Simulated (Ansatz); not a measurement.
# FeO (P4_2/mmc) in Ansatz: reference runs, part 2 of 2

Ansatz 0.2.0. Earlier steps stand in the parts before.

### Step 3. Single point, PBEsol, collinear spin, ferromagnetic start (atoms moved at random, drawn with an rms of 0.05 Å)

The input, input.yaml:

```yaml
crystal:
  lattice:
    - [3.0458920022, 0.0, 0.0]
    - [0.0, 3.0458920022, 0.0]
    - [0.0, 0.0, 5.464211507]
  atoms:
    - { symbol: Fe, position: [0.494549, 0.005817, 0.498794], spin: 3.0 }
    - { symbol: Fe, position: [-0.003602, 0.489205, 0.004116], spin: 3.0 }
    - { symbol: O, position: [0.483159, 0.500777, 0.256831] }
    - { symbol: O, position: [0.510089, 0.511077, 0.744973] }
hamiltonian:
  xc: pbesol
  pseudopotentials: { kind: paw }
magnetization:
  spin_polarized: true
kpoints:
  mp_grid: { grid: [9, 9, 5] }
scf:
  occupations: { method: fermi_dirac, width: 0.05 }
output:
  forces: true
  stress: true
  eigenvalues: true
```

Potentials or basis: Ansatz PAW.

Started as:

```sh
$ ansatz run input.yaml --threads 2 --pin off --max-ram 5632MiB --backend cpu --events-out ev --progress --plain --runs-dir out
```

Standard output:

```text
Warning: RAYON_NUM_THREADS=2 ignored (pool sized by the plan → 2); use --threads N
Engine: ansatz 0.2.0, x86_64-unknown-linux-gnu
Pseudopotentials: kind: paw
Pseudopotential: Fe, paw, valence charge 16, recommended cutoff 420 eV (normal), Fe.paw.azcp
Pseudopotential: O, paw, valence charge 6, recommended cutoff 420 eV (normal), O.paw.azcp
Functional definition: PBEsol
  exchange = pbesol_x
  correlation = pbesol_c
Crystal: 4 atoms, lattice volume = 50.694 Å³
Basis set: ecut = 420 eV, 987 PW (Γ), exchange–correlation on 48×48×80 points (8 copies of the dense FFT grid, shifted against one another)
Bands: 30, of which v1, the nominal top of the filled ones, is band 22 counted from 1 (21 counted from 0)
Symmetry: 1 space group operations
Space group: P1 (ITA 1), of the structure as read, at distance tolerance 3.7e-5 Å
Magnetic group: BNS 1.1 (UNI 1), of the structure as read, at distance tolerance 3.7e-5 Å
k-points: 203 of 405 (time reversal used)
Non-local potential: Fe, projectors of the file, l = 0: 3, l = 1: 2, l = 2: 3, l = 3: 1
Non-local potential: O, projectors of the file, l = 0: 2, l = 1: 2, l = 2: 1
PAW form: soft (Blöchl's): semilocal exchange-correlation on the pseudo side does not see the compensation charge
PAW frozen core: Fe, regenerated for the run's functional, and the local potential with it (the file was generated under x = pbe(κ = 0.804, μ = 0.2195149727645171), c = pbe(β = 0.06672455060314922))
PAW frozen core: O, regenerated for the run's functional, and the local potential with it (the file was generated under x = pbe(κ = 0.804, μ = 0.2195149727645171), c = pbe(β = 0.06672455060314922))
PAW one-centre angular grid: Fe, 590 points (default); XC on 64 Gauss nodes
PAW one-centre angular grid: O, 110 points (default); XC on 64 Gauss nodes
Initial density: superposition of atomic densities (chi_scale 0.1, normalization cell, long waves kept (reshape's long-wave potential 0.03 eV rms))
Starting moments: Σ|m| = 6 μB on 2 of 4 sites
Initial wavefunctions: pseudopotential atomic-orbital guess
Functional: x = pbesol(κ = 0.804, μ = 0.12345679012345678), c = pbesol(β = 0.046)
SCF iter   1: F=—  HF=-10016.623775 eV  |F-HF|=—  |Δ(HF+E_count)|=         —  Δρ=8.78e-2 (↑8.78e-2 ↓6.69e-2)  dr2=9.95e0  dr2_m=2.16e-1  M=5.798 μB ∫|m|=5.833 μB  β_m=0.30  ethr=3.10e-3  ⟨swp⟩=5.4  Hψ=42669  notcnv=0
Mixer restart at iter 1: flushing history
preconditioner: auto → Kerker (q_TF=auto, 2.665 Å⁻¹)  [metal: Δε(μ)=0.002 eV  Ē_g=9.008 eV  σ=0.050 eV  W_gap=0.01  n_scr=16 (ndim 8)  ℏωp=27.6 eV  f_vac=0.000  D(μ)=6.82/eV (n_scr^D=108)]
spin=Collinear: Kerker preconditioning applied to the charge; magnetization (m = ρ↑ − ρ↓) channel mixes plain (no charge-response kernel on spin).
SCF iter   2: F=—  HF=-10016.923528 eV  |F-HF|=—  |Δ(HF+E_count)|=   3.00e-1  Δρ=4.84e-2 (↑4.84e-2 ↓3.43e-2)  dr2=9.78e-1  dr2_m=5.56e-1  M=6.490 μB ∫|m|=6.529 μB  β_m=0.36  ethr=3.10e-3  ⟨swp⟩=3.5  Hψ=27897  notcnv=0  defer=322
[... 22 lines left out ...]
SCF iter  23: F=—  HF=-10017.499920 eV  |F-HF|=—  |Δ(HF+E_count)|=   3.78e-6  Δρ=6.72e-5 (↑6.72e-5 ↓2.77e-5)  dr2=1.88e-6  dr2_m=4.94e-7  M=0.016 μB ∫|m|=6.969 μB  β_m=0.97  ethr=4.84e-8  ⟨swp⟩=2.1  Hψ=16318  notcnv=0  defer=370
SCF iter  24: F=—  HF=-10017.499920 eV  |F-HF|=—  |Δ(HF+E_count)|=   4.32e-7  Δρ=3.28e-5 (↑3.28e-5 ↓2.27e-5)  dr2=6.89e-7  dr2_m=1.13e-7  M=0.016 μB ∫|m|=6.969 μB  β_m=0.94  ethr=4.28e-9  ⟨swp⟩=2.2  Hψ=18352  notcnv=0  defer=370
SCF iter  25: F=—  HF=-10017.499920 eV  |F-HF|=—  |Δ(HF+E_count)|=   1.55e-7  Δρ=1.46e-5 (↑1.46e-5 ↓1.09e-5)  dr2=1.65e-7  dr2_m=1.81e-8  M=0.016 μB ∫|m|=6.970 μB  β_m=0.97  ethr=1.56e-9  ⟨swp⟩=2.0  Hψ=20356  notcnv=0  defer=370
SCF iter  26: F=—  HF=-10017.499920 eV  |F-HF|=—  |Δ(HF+E_count)|=   2.62e-8  Δρ=5.62e-6 (↑5.62e-6 ↓5.50e-6)  dr2=2.97e-8  dr2_m=5.33e-9  M=0.016 μB ∫|m|=6.970 μB  β_m=0.98  ethr=3.75e-10  ⟨swp⟩=2.0  Hψ=19438  notcnv=0  defer=370
SCF iter  27: F=—  HF=-10017.499920 eV  |F-HF|=—  |Δ(HF+E_count)|=   2.28e-9  Δρ=4.02e-6 (↑4.02e-6 ↓3.94e-6)  dr2=2.63e-8  dr2_m=5.07e-10  M=0.016 μB ∫|m|=6.970 μB  β_m=0.85  ethr=6.75e-11  ⟨swp⟩=2.0  Hψ=21197  notcnv=0  defer=370
SCF iter  28: F=-10017.499920 eV  HF=-10017.499920 eV  |F-HF|=4.59e-8  |Δ(HF+E_count)|=   1.52e-9  Δρ=5.75e-6 (↑4.09e-6 ↓5.75e-6)  dr2=4.67e-8  dr2_m=3.50e-9  M=0.016 μB ∫|m|=6.970 μB  ethr=5.97e-11  ⟨swp⟩=6.5  Hψ=43836  notcnv=0
SCF 1 converged in 28 iterations: F = -10017.499920 eV  dr2 = 4.67e-8
WARN: the starting moments were not kept: 1 of 2 ended reversed and 1 kept their direction, counting a site from 0.1 μB. The largest reversed, site 1 (counted from 0, in the order of the report's site_moments_mub), started with +3.0 μB and closes at -3.1e0 μB in its sphere. The net magnetisation is 1.5e-2 μB in size, at most 0.1 of the 6 μB that the starting moments add up to as vectors. The SCF closed on another magnetic arrangement than the starting moments describe; that does not show which of the two is lower. To try another start: change the starting moments (crystal.atoms[].spin, magnetization.per_species, magnetization.initial_magnetization, or on a non-collinear deck that types none of these the spinor_matrix: blocks that start its atoms; where the total moment is fixed, keep their sum and leave initial_magnetization as it is; typed ones take the place of any that the run laid by itself, positive ones on a crystal's lanthanoids without a Hubbard term where scf.initial_density.shell_occupations: [] is typed); see also scf.mixing.spin_hold.
SCF converged after 28 iterations
Magnetization: 0.0156 μB (22.0078 up, 21.9922 down)
Absolute magnetization: 6.9724 μB (∫|ρ↑−ρ↓|, with the PAW one-centre terms)
Spin contamination: 3.4247 ħ² per cell (⟨S²⟩ above its minimum at these occupations)
Per-site moments (μB) at R_I (Å): [(3.100870704097062, 0.8272750644979897), (-3.116900131871611, 0.8358863329839213), (0.004131589765758908, 0.8272750644979897), (0.007472883834001063, 0.833470069437725)]
Free energy (F): -10017.499920 eV
Harris-Foulkes:  -10017.499920 eV  (|F-HF|=4.59e-8)
Internal energy: -10017.459275 eV  (E = F + TS)
E sigma→0 (E₀):  -10017.479598 eV
Entropy (-TS):   -0.040645 eV (-10.161 meV/atom)
Fermi energy:    10.299491 eV
--- Per-component energies (eV) ---
  E_band       = -712.051055
  E_kinetic    = 1023.192393
  E_local      = -6108.286175  (includes V_loc(G=0)·N_el)
  E_nonlocal   = 554.335002
  E_hartree    = 2484.241517
  E_xc         = -369.740818
  E_vxc        = -476.315753  (∫ρ·V_xc dr)
  E_paw        = -2979.941338  (= ΣΔE_a)
  E_vpaw       = -673.463678  (= ΣTr[D̂ρ^β])
  E_aug_tail   = 0.006022  (compensation charges beyond the density's cutoff)
  E_ewald      = -4621.694857
  E_core_change = 0.428979  (= ΣΔE_core)
  E_smearing   = -0.040645  (= −TS)
  E_closure    = 0.000000  (closes the sum)
  Σ components = -10017.499920   (vs F -10017.499920, Δ=0.00e0)
--- Forces (eV/Å), atoms counted from 1 ---
  atom   1  Fe     0.03002908     0.01325021     0.17802050
  atom   2  Fe    -0.01811618     0.23005068    -0.17901055
  atom   3  O      0.04250886    -0.08258111    -0.38433579
  atom   4  O     -0.05442178    -0.16071858     0.38532799
  max |Σ_I F_I| component: 2.15e-6 eV/Å
--- Stress (GPa, compression-positive) ---
      -17.306613      -0.001165      -0.500691
       -0.001166     -16.427627       0.121692
       -0.500693       0.121693     -21.217092
  P = ⅓ Tr σ = -18.3171 GPa (-183.171 kbar)
--- Band table (eV; the first three rows and the last of 406) ---
  k-point 0 ↑: bands = ["-79.2744", "-75.3723", "-45.6617", "-45.5835", "-45.0408", "-41.6417", "-41.6088", "-41.5862", "-9.4204", "-8.3850", "2.2757", "4.2898", "5.2660", "6.3269", "6.4876", "6.5483", "6.7391", "7.0854", "7.1788", "7.7315", "8.2756", "9.6314", "10.3135", "10.8944", "11.4941", "11.5596", "12.4495", "14.8682", "16.8766", "22.7322"]
  k-point 1 ↑: bands = ["-79.2744", "-75.3723", "-45.6617", "-45.5835", "-45.0408", "-41.6417", "-41.6088", "-41.5862", "-9.3401", "-8.4924", "2.5852", "4.2876", "5.3262", "6.0696", "6.3103", "6.3831", "6.4785", "7.1101", "7.1793", "7.9495", "8.3490", "9.7532", "10.3015", "10.8940", "11.3716", "11.8963", "12.3603", "14.4470", "17.6926", "22.7711"]
  k-point 2 ↑: bands = ["-79.2744", "-75.3723", "-45.6617", "-45.5835", "-45.0408", "-41.6417", "-41.6088", "-41.5862", "-9.1359", "-8.7394", "3.3911", "4.2835", "4.8580", "5.4760", "6.0043", "6.4006", "6.4575", "7.1796", "7.2269", "8.2380", "8.2623", "10.0028", "10.2771", "10.8927", "11.1098", "12.1643", "12.6472", "13.7932", "19.4038", "21.4651"]
  k-point 202 ↓: bands = ["-79.1944", "-75.4426", "-45.5947", "-45.4966", "-44.9959", "-41.7290", "-41.6943", "-41.6532", "-8.8615", "-8.2960", "3.3918", "3.6055", "4.6374", "5.0308", "5.5888", "6.0732", "6.8215", "7.2238", "7.3956", "7.8026", "9.3035", "10.3527", "10.5969", "10.6382", "11.1198", "12.4818", "13.7731", "14.6957", "16.6414", "19.4983"]
```

It took 90 s on 2 threads of Intel Xeon Platinum 8375C at 2.90GHz (Ice Lake), shared host; peak memory 0.91 GiB.

What came out:

* Free energy: -10017.4999 eV
* Pressure: -18.3 GPa
* Largest force: 0.421 eV/Å
* Band gap on the k mesh: none (metal or under the smearing width)
* Net moment: 0.02 μB per cell
* Absolute moment: 6.97 μB per cell
* Site moments: Fe +3.10, -3.12; O +0.00, +0.01 μB

Forces on the atoms (eV/Å):
```
Fe   0.030  0.013  0.178
Fe  -0.018  0.230 -0.179
O    0.043 -0.083 -0.384
O   -0.054 -0.161  0.385
```

Stress tensor (GPa, compression positive):
```
-17.31   0.00  -0.50
  0.00 -16.43   0.12
 -0.50   0.12 -21.22
```

Levels at points of the mesh, in eV from the Fermi level:
Spin up:
```
           k point  band 19  band 20  band 21  band 22  band 23  band 24  band 25  band 26
(0.00, 0.00, 0.00)    -3.12    -2.57    -2.02    -0.67     0.01     0.59     1.19     1.26
```
Spin down:
```tsv
k point	band 19	band 20	band 21	band 22	band 23	band 24	band 25	band 26
(0.00, 0.00, 0.00)	-3.00	-2.66	-2.04	-0.91	0.07	0.58	1.11	1.22
```

Caveat: the pressure holds a Pulay correction of +0.5 GPa for the finite cutoff; semilocal functionals often make such compounds metallic where correlation or magnetic order opens a gap, which also shifts bond lengths; the PAW data sets come from PBE, with cores solved anew for the run's functional, which leaves a small shift of forces and pressure; the starting moments weren't kept.
